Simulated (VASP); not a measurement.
# GaAs (F-43m) in VASP: notebook

Aim: see how the results for GaAs move with the level of theory and the settings. Levels: PBE, AM05, PBEsol. Tasks: G0W0 quasiparticle levels, band structure, Born charges and dielectric tensor.

Program: VASP 6.6.1. These are calculated values, not measurements. Logs are shortened: lines on timing, memory, paths and dates and some standing lists are left out, and cuts for length are marked.

**What was measured.**

“Evidence of valence band perturbations in GaAsN/GaAs(001): A combined variable-angle spectroscopic ellipsometry and modulated photoreflectance investigation”, 2008, arxiv:0805.2212 reports, for a bulk crystal of GaAs at 300 K: band gap 1.412 ± 0.01 eV (direct); band gap 1.418 ± 0.005 eV (direct).

From a printed reference work, textbook, for a bulk crystal of GaAs at 300 K: high-frequency dielectric constant 10.89.

The results are compared with them further down.

**1. Starting point**

It takes space group F-43m (No. 216, cubic). The conventional cell has a = 5.654 Å, b = 5.654 Å, c = 5.654 Å, α = 90.00°, β = 90.00°, γ = 90.00°. As (site symmetry -43m) has 4 Ga at 2.45 Å as nearest neighbours. Ga (site symmetry -43m) has 4 As at 2.45 Å as nearest neighbours.

**2. G0W0 quasiparticle levels, PBE**

Contents of POSCAR:

```
GaAs
1.0
    0.0000000000      2.8268500000      2.8268500000
    2.8268500000      0.0000000000      2.8268500000
    2.8268500000      2.8268500000      0.0000000000
As Ga
1 1
Direct
    0.7500000000      0.7500000000      0.7500000000
    0.0000000000      0.0000000000      0.0000000000
```

Contents of INCAR.step1:

```
PREC = Accurate ; ENCUT = 450
EDIFF = 1E-8 ; ISMEAR = 0
SIGMA = 0.01 ; LREAL = F
LASPH = T ; NELM = 60
ALGO = Normal ; LWAVE = T
LCHARG = F ; GGA = PE
```

Contents of INCAR.step2:

```
PREC = Accurate ; ENCUT = 450
EDIFF = 1E-8 ; ISMEAR = 0
SIGMA = 0.01 ; LREAL = F
LASPH = T ; NELM = 1
ALGO = Exact ; LWAVE = T
LCHARG = F ; GGA = PE
NBANDS = 189 ; LOPTICS = T
ISTART = 1
```

Contents of INCAR.step3:

```
PREC = Accurate ; ENCUT = 450
EDIFF = 1E-8 ; ISMEAR = 0
SIGMA = 0.01 ; LREAL = F
LASPH = T ; ALGO = EVGW0
LWAVE = F ; LCHARG = F
GGA = PE ; NELMGW = 1
NBANDS = 189 ; ENCUTGW = 260
NOMEGA = 48 ; PRECFOCK = Fast
ISTART = 1 ; NBANDSGW = 17
```

Contents of KPOINTS:

```
regular mesh
0
Gamma
  3 3 3
```

Potentials or basis: VASP PAW PBE potentials, release 64 (As_GW, Ga_d_GW).

Run with:

```
cat potpaw_PBE.64/As_GW/POTCAR potpaw_PBE.64/Ga_d_GW/POTCAR > POTCAR
cp INCAR.step1 INCAR
mpirun -np 1 vasp_std > vasp.out
cp INCAR.step2 INCAR
mpirun -np 1 vasp_std > vasp.out
cp INCAR.step3 INCAR
mpirun -np 1 vasp_std > vasp.out
```

OUTCAR:

```text
PREC = Accurate
   ENCUT = 450
   EDIFF = 1E-8
   ISMEAR = 0
   LREAL = F
   LASPH = T
   GGA = PE
   NELMGW = 1
   ENCUTGW = 260
   PRECFOCK = Fast
   ISTART = 1

 Found      4 irreducible k-points:

 Following reciprocal coordinates:
            Coordinates               Weight
  0.000000  0.000000  0.000000      1.000000
  0.333333  0.000000  0.000000      8.000000
  0.333333  0.333333  0.000000      6.000000
 -0.333333  0.333333  0.000000     12.000000
   k-points           NKPTS =      4   k-points in BZ     NKDIM =     27   number of bands    NBANDS=    189
   number of dos      NEDOS =    301   number of ions     NIONS =      2
   total plane-waves  NPLWV =  21952
   dimension x,y,z NGX =    28 NGY =   28 NGZ =   28
   dimension x,y,z NGXF=    56 NGYF=   56 NGZF=   56
   ions per type =               1   1
   NGX,Y,Z   is equivalent  to a cutoff of  11.64, 11.64, 11.64 a.u.
   NGXF,Y,Z  is equivalent  to a cutoff of  23.29, 23.29, 23.29 a.u.
 SYSTEM =  unknown system
   PREC   = accura    normal or accurate (medium, high low for compatibility)
   ISTART =      1    job   : 0-new  1-cont  2-samecut
   ICHARG =      0    charge: 1-file 2-atom 10-const
   ISPIN  =      1    spin polarized calculation?
   LNONCOLLINEAR =      F non collinear calculations
   LSORBIT =      F    spin-orbit coupling
   LASPH  =      T    aspherical Exc in radial PAW
   ENCUT  =  450.0 eV  33.07 Ry    5.75 a.u.   6.91  6.91  6.91*2*pi/ulx,y,z
   NELM   =     60;   NELMIN=  2; NELMDL=  0     # of ELM steps
   EDIFF  = 0.1E-07   stopping-criterion for ELM
   LREAL  =      F    real-space projection
   EDIFFG = 0.1E-06   stopping-criterion for IOM
   NSW    =      0    number of steps for IOM
   IBRION =     -1    ionic relax: 0-MD 1-quasi-New 2-CG
   NFREE  =      0    steps in history (QN), initial steepest desc. (CG)
   ISIF   =      0    stress and relaxation
   ISYM   =      3    0-nonsym 1-usesym 2-fastsym
   POTIM  = 0.5000    time-step for ionic-motion
   TEBEG  =    0.0;   TEEND  =   0.0 temperature during run
   PSTRESS=    0.0 pullay stress
   NELECT =      18.0000    total number of electrons
   NUPDOWN=      -1.0000    fix difference up-down
   EMIN   =  10.00;   EMAX   =-10.00  energy-range for DOS
   EFERMI =   0.00;   METHOD = LEGACY
   ISMEAR =     0;   SIGMA  =   0.01  broadening in eV -4-tet -1-fermi 0-gaus
   EFERMI_NEDOS =   21; number of points for ismear=-14 and -15
   IALGO  =     38    algorithm
   IMIX   =      4    mixing-type and parameters
     AMIX     =   0.40;   BMIX     =  1.00
     AMIX_MAG =   1.60;   BMIX_MAG =  1.00
  volume/ion in A,a.u.               =      22.59       152.44
  Fermi-wavevector in a.u.,A,eV,Ry     =   1.204628  2.276417 19.743799  1.451128
  Thomas-Fermi vector in A             =   2.340347
   LORBIT       =      0    0 simple, 1 ext, 2 COOP (PROOUT), +10 PAW based schemes
   GGA     = PE    functional components
   LHFCALC =     T    Hartree Fock is set to
   PRECFOCK=fast      Normal, Fast or Accurate (Low or Medium for compatibility)
   ENCUT4O =  -1.0   cutoff for four orbital integrals eV
   NKREDX  =     1    reduce k-point grid by
   NKREDY  =     1    reduce k-point grid by
   NKREDZ  =     1    reduce k-point grid by
   AEXX    =    1.0000 exact exchange contribution
   HFSCREEN=    0.0000 screening length (either q_TF or 0.3 A-1)
   HFSCREENC=   0.0000 screening length for correlation (either q_TF or 0.3 A-1)
   ENCUTFOCK=  -1.0 apply spherical cutoff to Coloumb kernel
   IVDW    =     0    specifies the selected vdW correction
   LEPSILON=     F    determine dielectric tensor
   LRPA    =     F    only Hartree local field effects (RPA)
   LRPAFORCE           =     F    calculate RPA forces
   ENCUTGW             = 260.0    cutoff for response function in eV
   ENCUTGWSOFT         = 208.0    soft cutoff for Coulomb kernel in GW response function in eV
   ENCUTLF             =  -1.0    cutoff for local field effects
   NELMGW              =     1    number of iterations in solving QP/BSE equation
   NELMHF              =     1    number of iterations in the inner HF iteration
   NKREDLFX            =     1    NKREDLFY  =   1   NKREDLFZ  =   1
 non-spin polarized calculation
 Gauss-broadening in eV      SIGMA  =   0.01
  energy-cutoff  :      450.00
  volume of cell :       45.18
 maximum number of plane-waves:      1002
  NGX = 16; NGY = 16; NGZ = 16
   NGX = 13   NGY = 13   NGZ = 13
 maximum number of plane-waves:       432

 QP shifts <psi_nk| G(iteration)W_0 |psi_nk>: iteration 1
 for sc-GW calculations column KS-energies equals QP-energies in previous step
 and V_xc(KS)=  KS-energies - (<T + V_ion + V_H > + <T+V_H+V_ion>^1  + <V_x>^1)

 k-point   1 :       0.0000    0.0000    0.0000
  band No.  KS-energies  QP-energies   sigma(KS)   V_xc(KS)     V^pw_x(r,r')   Z            occupation Imag(sigma)

      1     -10.9657     -12.9878     -24.6799     -21.7143     -35.0608       0.6818       2.0000       0.3034
      2     -10.9657     -12.9878     -24.6799     -21.7143     -35.0608       0.6818       2.0000       0.3034
      3     -10.9657     -12.9878     -24.6799     -21.7143     -35.0608       0.6818       2.0000       0.3034
      4     -10.8902     -12.9288     -24.7991     -21.8111     -35.1533       0.6823       2.0000       0.2680
      5     -10.8902     -12.9288     -24.7991     -21.8111     -35.1533       0.6823       2.0000       0.2680
      6      -8.7612      -9.3457     -11.9615     -11.1299     -18.0691       0.7028       2.0000       1.0833
      7       3.9713       3.3912     -12.6178     -11.8697     -14.0634       0.7755       2.0000       0.0955
      8       3.9713       3.3912     -12.6178     -11.8697     -14.0634       0.7755       2.0000       0.0955
      9       3.9713       3.3912     -12.6178     -11.8697     -14.0634       0.7755       2.0000       0.0955
     10       4.4573       4.8222     -11.0113     -11.4833      -6.6664       0.7732       0.0000      -0.0782
     11       7.6162       7.5724     -10.0453      -9.9880      -5.4198       0.7652       0.0000      -0.1205
     12       7.6162       7.5724     -10.0453      -9.9880      -5.4198       0.7652       0.0000      -0.1205
     13       7.6162       7.5724     -10.0453      -9.9880      -5.4198       0.7652       0.0000      -0.1205
     14      11.5522      11.3269      -8.0122      -7.7298      -2.4984       0.7978       0.0000      -0.3161
     15      14.0011      13.9263      -9.9127      -9.8151      -4.4893       0.7662       0.0000      -0.2873
     16      14.0011      13.9263      -9.9127      -9.8151      -4.4893       0.7662       0.0000      -0.2873
     17      15.4490      15.1949      -7.9671      -7.6397      -2.1672       0.7759       0.0000      -0.4476

 k-point   2 :       0.3333    0.0000    0.0000
  band No.  KS-energies  QP-energies   sigma(KS)   V_xc(KS)     V^pw_x(r,r')   Z            occupation Imag(sigma)

      1     -11.0230     -13.0028     -24.3382     -21.4319     -34.6360       0.6812       2.0000       0.3224
      2     -10.9503     -12.9782     -24.7105     -21.7428     -35.0936       0.6833       2.0000       0.3005
      3     -10.9503     -12.9782     -24.7105     -21.7428     -35.0936       0.6833       2.0000       0.3005
      4     -10.8885     -12.9301     -24.8021     -21.8166     -35.1626       0.6838       2.0000       0.2677
      5     -10.8885     -12.9301     -24.8021     -21.8166     -35.1626       0.6838       2.0000       0.2677
      6      -7.6086      -8.1801     -12.5368     -11.7146     -18.3633       0.6950       2.0000       0.8838
      7      -1.4488      -2.0744     -11.6766     -10.8374     -14.4461       0.7454       2.0000       0.2358
      8       3.0286       2.4159     -12.2539     -11.4534     -13.8353       0.7653       2.0000       0.1002
      9       3.0286       2.4159     -12.2539     -11.4534     -13.8353       0.7653       2.0000       0.1002
     10       5.1376       5.2563     -10.2477     -10.4002      -5.9540       0.7786       0.0000      -0.0856
     11       8.5903       8.5349      -9.9394      -9.8678      -5.1438       0.7734       0.0000      -0.1571
     12       8.5903       8.5349      -9.9394      -9.8678      -5.1438       0.7734       0.0000      -0.1571
     13      11.2089      11.1774      -9.8599      -9.8186      -4.4910       0.7625       0.0000      -0.2401
     14      12.7078      12.4548      -7.9747      -7.6529      -2.4677       0.7860       0.0000      -0.3330
     15      13.5616      13.4147      -9.4779      -9.2856      -3.9861       0.7639       0.0000      -0.3133
     16      13.5616      13.4147      -9.4779      -9.2856      -3.9861       0.7639       0.0000      -0.3133
     17      17.4296      17.3410      -9.5084      -9.3921      -3.0327       0.7621       0.0000      -0.6386

 k-point   3 :       0.3333    0.3333    0.0000
  band No.  KS-energies  QP-energies   sigma(KS)   V_xc(KS)     V^pw_x(r,r')   Z            occupation Imag(sigma)

      1     -11.0492     -13.0168     -24.2878     -21.3945     -34.5830       0.6801       2.0000       0.3263
      2     -10.9298     -12.9648     -24.7637     -21.7903     -35.1583       0.6844       2.0000       0.2974
      3     -10.9298     -12.9648     -24.7637     -21.7903     -35.1583       0.6844       2.0000       0.2974
      4     -10.9083     -12.9358     -24.7356     -21.7560     -35.0771       0.6805       2.0000       0.2700
      5     -10.8807     -12.9255     -24.8143     -21.8309     -35.1793       0.6854       2.0000       0.2650
      6      -7.1933      -7.7620     -12.6135     -11.7997     -18.2770       0.6988       2.0000       0.8255
      7      -1.4260      -1.9991     -12.1793     -11.4096     -14.9407       0.7447       2.0000       0.2221
      8       1.7146       1.0556     -11.7439     -10.8706     -13.6201       0.7547       2.0000       0.1151
      9       1.7146       1.0556     -11.7439     -10.8706     -13.6201       0.7547       2.0000       0.1151
     10       5.4859       5.3385      -9.2943      -9.1068      -5.0940       0.7863       0.0000      -0.0964
     11       6.5640       6.4726      -9.4387      -9.3214      -5.0308       0.7798       0.0000      -0.1111
     12      11.9413      11.9935     -10.7148     -10.7837      -5.0802       0.7572       0.0000      -0.2830
     13      11.9413      11.9935     -10.7148     -10.7837      -5.0802       0.7572       0.0000      -0.2830
     14      12.5969      12.6572     -10.0421     -10.1209      -4.5237       0.7654       0.0000      -0.2945
     15      15.7649      15.6600      -9.8531      -9.7170      -4.0093       0.7703       0.0000      -0.4383
     16      17.0270      16.9017      -9.2405      -9.0753      -2.9007       0.7589       0.0000      -0.5842
     17      19.2177      18.9720      -8.7163      -8.3959      -2.4711       0.7669       0.0000      -0.7437

 k-point   4 :      -0.3333    0.3333    0.0000
  band No.  KS-energies  QP-energies   sigma(KS)   V_xc(KS)     V^pw_x(r,r')   Z            occupation Imag(sigma)

      1     -11.0528     -13.0119     -24.2438     -21.3615     -34.5296       0.6797       2.0000       0.3305
      2     -10.9363     -12.9683     -24.7394     -21.7636     -35.1198       0.6829       2.0000       0.2929
      3     -10.9289     -12.9653     -24.7616     -21.7922     -35.1574       0.6858       2.0000       0.2983
      4     -10.8981     -12.9323     -24.7744     -21.7912     -35.1297       0.6819       2.0000       0.2685
      5     -10.8869     -12.9294     -24.7986     -21.8160     -35.1596       0.6848       2.0000       0.2661
      6      -6.4238      -6.9784     -13.0997     -12.3077     -18.5477       0.7001       2.0000       0.7215
      7      -2.5472      -3.1619     -11.8436     -10.9906     -15.0772       0.7206       2.0000       0.2807
      8      -0.0359      -0.7450     -10.9073      -9.9723     -13.0685       0.7584       2.0000       0.1715
      9       1.9876       1.3334     -11.8679     -11.0075     -13.6678       0.7604       2.0000       0.1094
     10       6.1534       6.0716      -9.4679      -9.3632      -5.1204       0.7811       0.0000      -0.1032
     11       9.8178       9.9096     -10.3413     -10.4613      -5.2140       0.7647       0.0000      -0.2055
     12      11.0722      11.1121     -10.2657     -10.3180      -4.8073       0.7618       0.0000      -0.2486
     13      11.4324      11.5054     -10.1343     -10.2309      -4.4954       0.7554       0.0000      -0.2869
     14      11.6957      11.4763      -9.5556      -9.2750      -4.5145       0.7819       0.0000      -0.2216
     15      13.5618      13.3858      -9.5133      -9.2847      -4.1458       0.7702       0.0000      -0.3012
     16      18.2111      18.0768      -9.1238      -8.9499      -2.7256       0.7721       0.0000      -0.6751
     17      18.6244      18.4145      -8.5357      -8.2679      -2.3578       0.7840       0.0000      -0.6786
```

Run time: 2.6 min. Hardware: 1 thread of AMD EPYC 7R43 (Zen 3), shared host; peak memory 0.47 GiB.

These settings aren't checked as converged: the numbers below hold their error.

What came out:

```
Band gap on the k mesh, mean-field level : 0.49 eV, direct
Quasiparticle gap                        : 1.43 eV
Least direct quasiparticle gap           : 1.43 eV
```

Caveat: the k mesh is coarse (spacing up to 0.64 Å⁻¹), so the values aren't converged; bands, screening cutoff and mesh are small and nothing is extrapolated, so the quasiparticle values aren't converged.

(Part 1 of 3 ends here.)
